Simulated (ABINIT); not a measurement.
**A GW run on NaF (Villiaumite) in ABINIT, with inputs changed**

What do changed inputs do to GW on NaF (Villiaumite)?

Method: PBE and many-body steps on it, plane waves, in ABINIT 10.8.3.

The database entry behind the starting cell differs from later determinations by our own check (0.1 to 0.3 % short, probably kX units), so it need not match the best structure at ambient conditions.

**1. Starting point**

It takes space group Fm-3m (No. 225, cubic). The conventional cell has a = 4.620 Å, b = 4.620 Å, c = 4.620 Å, α = 90.00°, β = 90.00°, γ = 90.00°. Nearest to Na lie 6 F at 2.31 Å. Nearest to F lie 6 Na at 2.31 Å. Farther neighbours and most contacts between anions are not listed.

The cell and positions come from the Crystallography Open Database and are kept as given unless a step says otherwise.

**2. Screening, 6×6×6 mesh, 100 bands, screening to 217.7 eV**

This step: ABINIT 10.8.3; RPA screening on PBE, plane waves, norm-conserving pseudopotentials.

The RPA dielectric matrix is built and inverted for each q.

File run.abi:

```
acell 3*1.0 Angstrom
rprim 
  0.000000000000 2.310000000000 2.310000000000
  2.310000000000 0.000000000000 2.310000000000
  2.310000000000 2.310000000000 0.000000000000
ntypat 2
znucl 11 9
natom 2
typat 1 2
xred 
  0.000000000000 0.000000000000 0.000000000000
  0.500000000000 0.500000000000 0.500000000000
pp_dirpath "pseudos"
pseudos "Na.upf, F.upf"
ecut 38
ngkpt 6 6 6
nshiftk 1
shiftk 0 0 0
kptopt 1
chksymbreak 0
istwfk *1
occopt 1
irdwfk 1
optdriver 3
nband 100
ecuteps 8
inclvkb 2
awtr 1
symchi 1
indata_prefix "in"
outdata_prefix "out"
tmpdata_prefix "tmp"
```

Launch:

```
OMP_NUM_THREADS=1 mpirun -n 4 abinit run.abi > log
```

What it wrote:

```text
.Version 10.8.3 of ABINIT. v10.8.2 released Aug 2026.

 Symmetries : space group Fm -3 m (#225); Bravais cF (face-center cubic)
[... echo of the input left out ...]
== DATASET  1 ==================================================================
-   mpi_nproc: 4, omp_nthreads: 1 (-1 if OMP is not activated)

--- !DatasetInfo
iteration_state: {dtset: 1, }
dimensions: {natom: 2, nkpt: 16, mband: 100, nsppol: 1, nspinor: 1, nspden: 1, mpw: 1874, }
cutoff_energies: {ecut:  38.0, pawecutdg:  -1.0, }
electrons: {nelect:   1.60000000E+01, charge:   0.00000000E+00, occopt:   1.00000000E+00, tsmear:   1.00000000E-02, }

 SCREENING: Calculation of the susceptibility and dielectric matrices

 Based on a program developped by R.W. Godby, V. Olevano, G. Onida, and L. Reining.
 Incorporated in ABINIT by V. Olevano, G.-M. Rignanese, and M. Torrent.
.Using double precision arithmetic ; gwpc =  8

[... cell and pseudopotentials left out ...]
--------------------------------------------------------------------------------

 ==== K-mesh for the wavefunctions ====
 Number of points in the irreducible wedge :    16
[... list of points left out ...]
 Together with 48 symmetry operations and time-reversal symmetry
 yields   216 points in the full Brillouin Zone.

 ==== Q-mesh for the screening function ====
 Number of points in the irreducible wedge :    16
[... list of points left out ...]
 Together with 48 symmetry operations and time-reversal symmetry
 yields   216 points in the full Brillouin Zone.

 setmesh: FFT mesh size selected  =    25x   25x   25
          total number of points  =        15625

 vcoul_init : cutoff-mode = AUXILIARY_FUNCTION
 q-points for optical limit:   1
     1)      0.000010    0.000020    0.000030

- screening: taking advantage of time-reversal symmetry
- Maximum band index for partially occupied states nbvw = 8
- Remaining bands to be divided among processors   nbcw = 92
- Number of bands treated by each node ~23

 Number of electrons calculated from density =   16.0000; Expected =   16.0000
 average of density, n =  0.096174
 r_s =    1.3540
 omega_plasma =   29.9147 [eV]

 calculating chi0 at frequencies [eV] :
  1    0.000000E+00    0.000000E+00
  2    0.000000E+00    2.991468E+01

--------------------------------------------------------------------------------
  q-point number  1        q = ( 0.000000, 0.000000, 0.000000) [r.l.u.]
--------------------------------------------------------------------------------
[... chi0 elements left out ...]
 For q-point:  0.000010 0.000020 0.000030
  dielectric constant =   1.7994
  dielectric constant without local fields =   1.8978

  Average fulfillment of the sum rule on Im[epsilon] for q-point    1 :     66.07  [%]
[... wings left out ...]
  q-point number  2        q = ( 0.166667, 0.000000, 0.000000) [r.l.u.]
--------------------------------------------------------------------------------
[... chi0 elements left out ...]
  Average fulfillment of the sum rule on Im[epsilon] for q-point    2 :     81.32  [%]

 [... 14 further q-points ...]
```

Wall time 91 s (4 MPI ranks of Intel Xeon Platinum 8259CL at 2.50GHz (Skylake/Cascade Lake), shared host); peak memory 0.92 GiB; 6.1 min of CPU time.

Numbers from this step:

```yaml
eps_infinity_with_local_fields_on_this_mesh_along_the_program_s_q_direction: 1.799
the_same_without_local_fields: 1.898
plasma_frequency: 29.91 eV
plane_waves_in_the_screening_matrix: 169
```

Local fields lower ε∞ by 5 %.

**3. Base**

The self-energy is evaluated for the states that the input lists, and the levels follow from it, in one-shot runs by the linearised quasiparticle equation.

This step: G0W0 on PBE, plane waves, norm-conserving pseudopotentials.

Edit run.abi of step 2 so:

```diff
@@ -23,8 +23,15 @@
 irdwfk 1
-optdriver 3
+optdriver 4
 nband 100
+gwcalctyp 0
+ecutsigx 38
+symsigma 1
+nkptgw 1
+kptgw 
+  0.0000000000 0.0000000000 0.0000000000
+bdgw 
+  6 12
 ecuteps 8
-inclvkb 2
-awtr 1
-symchi 1
+irdscr 1
+ppmodel 1
 indata_prefix "in"
```

What it wrote:

```text
.Version 10.8.3 of ABINIT. v10.8.2 released Aug 2026.

 Symmetries : space group Fm -3 m (#225); Bravais cF (face-center cubic)
[... echo of the input left out ...]
== DATASET  1 ==================================================================
-   mpi_nproc: 4, omp_nthreads: 1 (-1 if OMP is not activated)

--- !DatasetInfo
iteration_state: {dtset: 1, }
dimensions: {natom: 2, nkpt: 16, mband: 100, nsppol: 1, nspinor: 1, nspden: 1, mpw: 1874, }
cutoff_energies: {ecut:  38.0, pawecutdg:  -1.0, }
electrons: {nelect:   1.60000000E+01, charge:   0.00000000E+00, occopt:   1.00000000E+00, tsmear:   1.00000000E-02, }

 SIGMA: Calculation of the GW corrections

 Based on a program developped by R.W. Godby, V. Olevano, G. Onida, and L. Reining.
 Incorporated in ABINIT by V. Olevano, G.-M. Rignanese, and M. Torrent.
.Using double precision arithmetic ; gwpc =  8

[... cell and pseudopotentials left out ...]
--------------------------------------------------------------------------------

 ==== K-mesh for the wavefunctions ====
 Number of points in the irreducible wedge :    16
[... list of points left out ...]
 Together with 48 symmetry operations and time-reversal symmetry
 yields   216 points in the full Brillouin Zone.

 ==== Q-mesh for screening function ====
 Number of points in the irreducible wedge :    16
[... list of points left out ...]
 Together with 48 symmetry operations and time-reversal symmetry
 yields   216 points in the full Brillouin Zone.

 vcoul_init : cutoff-mode = AUXILIARY_FUNCTION
 q-points for optical limit:   1
     1)      0.000010    0.000020    0.000030
 setmesh: FFT mesh size selected  =    36x   36x   36
          total number of points  =        46656

 Number of electrons calculated from density =   16.0000; Expected =   16.0000
 average of density, n =  0.096174
 r_s =    1.3540
 omega_plasma =   29.9147 [eV]

 === KS Band Gaps ===
  >>>> For spin  1
   Minimum direct gap =   6.3895 [eV], located at k-point      :   0.0000  0.0000  0.0000
   Fundamental gap    =   6.3895 [eV], Top of valence bands at :   0.0000  0.0000  0.0000
                                       Bottom of conduction at :   0.0000  0.0000  0.0000
 SIGMA fundamental parameters:
 PLASMON POLE MODEL  1
 number of plane-waves for SigmaX                 1837
 number of plane-waves for SigmaC and W            169
 number of plane-waves for wavefunctions          1837
 number of bands                                   100
 number of independent spin polarizations            1
 number of spinorial components                      1
 number of k-points in IBZ                          16
 number of q-points in IBZ                          16
 number of symmetry operations                      48
 number of k-points in BZ                          216
 number of q-points in BZ                          216
 number of frequencies for dSigma/dE                 9
 frequency step for dSigma/dE [eV]                0.25
 number of omega for Sigma on real axis              0
 max omega for Sigma on real axis  [eV]           0.00
 zcut for avoiding poles [eV]                     0.10

 EPSILON^-1 parameters (SCR file):
 dimension of the eps^-1 matrix on file            169
 dimension of the eps^-1 matrix used               169
 number of plane-waves for wavefunctions          1837
 number of bands                                   100
 number of q-points in IBZ                          16
 number of frequencies                               2
 number of real frequencies                          1
 number of imag frequencies                          1

 matrix elements of self-energy operator (all in [eV])

 Perturbative Calculation

--- !SelfEnergy_ee
iteration_state: {dtset: 1, }
kpoint     : [   0.000,    0.000,    0.000, ]
spin       : 1
KS_gap     :    6.390
QP_gap     :   10.498
Delta_QP_KS:    4.109
data: !SigmaeeData |
     Band     E0 <VxcDFT>   SigX SigC(E0)      Z dSigC/dE  Sig(E)    E-E0       E
        6  -1.330 -22.508 -30.235   4.420   0.824  -0.214 -25.232  -2.724  -4.054
        7  -1.330 -22.508 -30.235   4.420   0.824  -0.214 -25.232  -2.724  -4.054
        8  -1.330 -22.508 -30.235   4.420   0.824  -0.214 -25.232  -2.724  -4.054
        9   5.060  -9.465  -5.324  -2.611   0.905  -0.105  -8.080   1.385   6.445
       10  17.827  -7.169  -2.170  -3.171   0.905  -0.105  -5.515   1.654  19.480
       11  17.827  -7.169  -2.170  -3.171   0.905  -0.105  -5.515   1.654  19.480
       12  17.827  -7.169  -2.170  -3.171   0.905  -0.105  -5.515   1.654  19.480

== END DATASET(S) ==============================================================
================================================================================

 -outvars: echo values of variables after computation  --------
           etotal      0.0000000000E+00
            nband         100
             nkpt          16
          spgroup         225
 [... the other variables as echoed above ...]

 Calculation completed.
```

Run time: 9.1 s. Hardware: 4 MPI ranks; peak memory 0.71 GiB; 35 s of CPU time.

Numbers from this step:

```
G0W0 gap on the points computed              : 10.50 eV
starting gap on the mesh                     : 6.390 eV
k of the valence top                         : 0, 0, 0
k of the conduction bottom                   : 0, 0, 0
Z at the valence top                         : 0.824
Z at the conduction bottom                   : 0.905
least direct G0W0 gap on the computed points : 10.50 eV
```

The gap on the mesh goes from 6.39 eV to 10.50 eV, a correction of +4.11 eV.

**4. Fewer bands in the self-energy**

Edit run.abi of step 3 so:

```diff
@@ -24,3 +24,3 @@
 optdriver 4
-nband 100
+nband 18
 gwcalctyp 0
```

What it wrote:

```text
.Version 10.8.3 of ABINIT. v10.8.2 released Aug 2026.

 Symmetries : space group Fm -3 m (#225); Bravais cF (face-center cubic)
[... echo of the input left out ...]
== DATASET  1 ==================================================================
-   mpi_nproc: 4, omp_nthreads: 1 (-1 if OMP is not activated)

--- !DatasetInfo
iteration_state: {dtset: 1, }
dimensions: {natom: 2, nkpt: 16, mband: 18, nsppol: 1, nspinor: 1, nspden: 1, mpw: 1874, }
cutoff_energies: {ecut:  38.0, pawecutdg:  -1.0, }
electrons: {nelect:   1.60000000E+01, charge:   0.00000000E+00, occopt:   1.00000000E+00, tsmear:   1.00000000E-02, }

 SIGMA: Calculation of the GW corrections

 Based on a program developped by R.W. Godby, V. Olevano, G. Onida, and L. Reining.
 Incorporated in ABINIT by V. Olevano, G.-M. Rignanese, and M. Torrent.
.Using double precision arithmetic ; gwpc =  8

[... cell and pseudopotentials left out ...]
--------------------------------------------------------------------------------

 ==== K-mesh for the wavefunctions ====
 Number of points in the irreducible wedge :    16
[... list of points left out ...]
 Together with 48 symmetry operations and time-reversal symmetry
 yields   216 points in the full Brillouin Zone.

 ==== Q-mesh for screening function ====
 Number of points in the irreducible wedge :    16
[... list of points left out ...]
 Together with 48 symmetry operations and time-reversal symmetry
 yields   216 points in the full Brillouin Zone.

 vcoul_init : cutoff-mode = AUXILIARY_FUNCTION
 q-points for optical limit:   1
     1)      0.000010    0.000020    0.000030
 setmesh: FFT mesh size selected  =    36x   36x   36
          total number of points  =        46656

 Number of electrons calculated from density =   16.0000; Expected =   16.0000
[...]
number of q-points in BZ                          216
 number of frequencies for dSigma/dE                 9
 frequency step for dSigma/dE [eV]                0.25
 number of omega for Sigma on real axis              0
 max omega for Sigma on real axis  [eV]           0.00
 zcut for avoiding poles [eV]                     0.10

 EPSILON^-1 parameters (SCR file):
 dimension of the eps^-1 matrix on file            169
 dimension of the eps^-1 matrix used               169
 number of plane-waves for wavefunctions          1837
 number of bands                                   100
 number of q-points in IBZ                          16
 number of frequencies                               2
 number of real frequencies                          1
 number of imag frequencies                          1

 matrix elements of self-energy operator (all in [eV])

 Perturbative Calculation

--- !SelfEnergy_ee
iteration_state: {dtset: 1, }
kpoint     : [   0.000,    0.000,    0.000, ]
spin       : 1
KS_gap     :    6.390
QP_gap     :   10.047
Delta_QP_KS:    3.657
data: !SigmaeeData |
     Band     E0 <VxcDFT>   SigX SigC(E0)      Z dSigC/dE  Sig(E)    E-E0       E
        6  -1.330 -22.508 -30.235   5.382   0.829  -0.206 -24.453  -1.945  -3.274
        7  -1.330 -22.508 -30.235   5.382   0.829  -0.206 -24.453  -1.945  -3.274
        8  -1.330 -22.508 -30.235   5.382   0.829  -0.206 -24.453  -1.945  -3.274
        9   5.060  -9.465  -5.324  -2.256   0.908  -0.101  -7.753   1.712   6.772
       10  17.827  -7.169  -2.170  -2.465   0.914  -0.094  -4.854   2.315  20.142
       11  17.827  -7.169  -2.170  -2.465   0.914  -0.094  -4.854   2.315  20.142
       12  17.827  -7.169  -2.170  -2.465   0.914  -0.094  -4.854   2.315  20.142

== END DATASET(S) ==============================================================
================================================================================

 -outvars: echo values of variables after computation  --------
           etotal      0.0000000000E+00
            nband          18
             nkpt          16
          spgroup         225
 [... the other variables as echoed above ...]

 Calculation completed.
```

The job ended after 4.7 s (4 MPI ranks; peak memory 0.55 GiB).

This step gave:

```yaml
g0w0_gap_on_the_points_computed: 10.05 eV
starting_gap_on_the_mesh: 6.390 eV
k_of_the_valence_top: 0, 0, 0
k_of_the_conduction_bottom: 0, 0, 0
z_at_the_valence_top: 0.829
z_at_the_conduction_bottom: 0.908
least_direct_g0w0_gap_on_the_computed_points: 10.05 eV
```

**5. Exchange cutoff**

Edit run.abi of step 4 so:

```diff
@@ -24,5 +24,5 @@
 optdriver 4
-nband 18
+nband 100
 gwcalctyp 0
-ecutsigx 38
+ecutsigx 11.4
 symsigma 1
```

What it wrote:

```text
.Version 10.8.3 of ABINIT. v10.8.2 released Aug 2026.

 Symmetries : space group Fm -3 m (#225); Bravais cF (face-center cubic)
[... echo of the input left out ...]
== DATASET  1 ==================================================================
-   mpi_nproc: 4, omp_nthreads: 1 (-1 if OMP is not activated)

--- !DatasetInfo
iteration_state: {dtset: 1, }
dimensions: {natom: 2, nkpt: 16, mband: 100, nsppol: 1, nspinor: 1, nspden: 1, mpw: 1874, }
cutoff_energies: {ecut:  38.0, pawecutdg:  -1.0, }
electrons: {nelect:   1.60000000E+01, charge:   0.00000000E+00, occopt:   1.00000000E+00, tsmear:   1.00000000E-02, }

 SIGMA: Calculation of the GW corrections

 Based on a program developped by R.W. Godby, V. Olevano, G. Onida, and L. Reining.
 Incorporated in ABINIT by V. Olevano, G.-M. Rignanese, and M. Torrent.
.Using double precision arithmetic ; gwpc =  8

[... cell and pseudopotentials left out ...]
--------------------------------------------------------------------------------

 ==== K-mesh for the wavefunctions ====
 Number of points in the irreducible wedge :    16
[... list of points left out ...]
 Together with 48 symmetry operations and time-reversal symmetry
 yields   216 points in the full Brillouin Zone.

 ==== Q-mesh for screening function ====
 Number of points in the irreducible wedge :    16
[... list of points left out ...]
 Together with 48 symmetry operations and time-reversal symmetry
 yields   216 points in the full Brillouin Zone.

 vcoul_init : cutoff-mode = AUXILIARY_FUNCTION
 q-points for optical limit:   1
     1)      0.000010    0.000020    0.000030
 setmesh: FFT mesh size selected  =    27x   27x   27
          total number of points  =        19683

 Number of electrons calculated from density =   16.0000; Expected =   16.0000
[...]
number of q-points in BZ                          216
 number of frequencies for dSigma/dE                 9
 frequency step for dSigma/dE [eV]                0.25
 number of omega for Sigma on real axis              0
 max omega for Sigma on real axis  [eV]           0.00
 zcut for avoiding poles [eV]                     0.10

 EPSILON^-1 parameters (SCR file):
 dimension of the eps^-1 matrix on file            169
 dimension of the eps^-1 matrix used               169
 number of plane-waves for wavefunctions          1837
 number of bands                                   100
 number of q-points in IBZ                          16
 number of frequencies                               2
 number of real frequencies                          1
 number of imag frequencies                          1

 matrix elements of self-energy operator (all in [eV])

 Perturbative Calculation

--- !SelfEnergy_ee
iteration_state: {dtset: 1, }
kpoint     : [   0.000,    0.000,    0.000, ]
spin       : 1
KS_gap     :    6.390
QP_gap     :   10.111
Delta_QP_KS:    3.722
data: !SigmaeeData |
     Band     E0 <VxcDFT>   SigX SigC(E0)      Z dSigC/dE  Sig(E)    E-E0       E
        6  -1.330 -22.508 -29.581   4.420   0.824  -0.214 -24.693  -2.185  -3.515
        7  -1.330 -22.508 -29.581   4.420   0.824  -0.214 -24.693  -2.185  -3.515
        8  -1.330 -22.508 -29.581   4.420   0.824  -0.214 -24.693  -2.185  -3.515
        9   5.060  -9.465  -5.156  -2.611   0.905  -0.105  -7.929   1.536   6.596
       10  17.827  -7.169  -2.162  -3.171   0.905  -0.105  -5.508   1.662  19.488
       11  17.827  -7.169  -2.162  -3.171   0.905  -0.105  -5.508   1.662  19.488
       12  17.827  -7.169  -2.162  -3.171   0.905  -0.105  -5.508   1.662  19.488

== END DATASET(S) ==============================================================
================================================================================

 -outvars: echo values of variables after computation  --------
           etotal      0.0000000000E+00
            nband         100
             nkpt          16
          spgroup         225
 [... the other variables as echoed above ...]

 Calculation completed.
```

Elapsed: 8.9 s, on 4 MPI ranks; peak memory 0.71 GiB; 35 s of CPU time.

This step gave:

```
G0W0 gap on the points computed              : 10.11 eV
starting gap on the mesh                     : 6.390 eV
k of the valence top                         : 0, 0, 0
k of the conduction bottom                   : 0, 0, 0
Z at the valence top                         : 0.824
Z at the conduction bottom                   : 0.905
least direct G0W0 gap on the computed points : 10.11 eV
```

(Continued in part 2 of 2.)

[Paths, hosts, dates, memory and timing lines, banners, echoed tables and standing remarks are left out of the program output.]

[Logs are printed without paths, hosts, clocks, repeated set-up lines and the standing remarks that a program may print on its own settings, such as how far it seeks lower states.]

[Runs of the session that timed out or met a known fault of the program may be left out.]

[Hosts, paths, dates, database ids (printed as entryN), source tags and the programs' standing remarks are cut or masked in the printed files.]

[G0W0 gaps are taken among the corrected bands and points alone; a level outside them can change the order at an edge.]

[Where Ansatz stands beside ABINIT at settings called matched, ABINIT's density can come from a denser mesh and the files from another edition; pairs whose starting gaps differed by over 0.03 eV were left out, so agreement reads better than it is.]
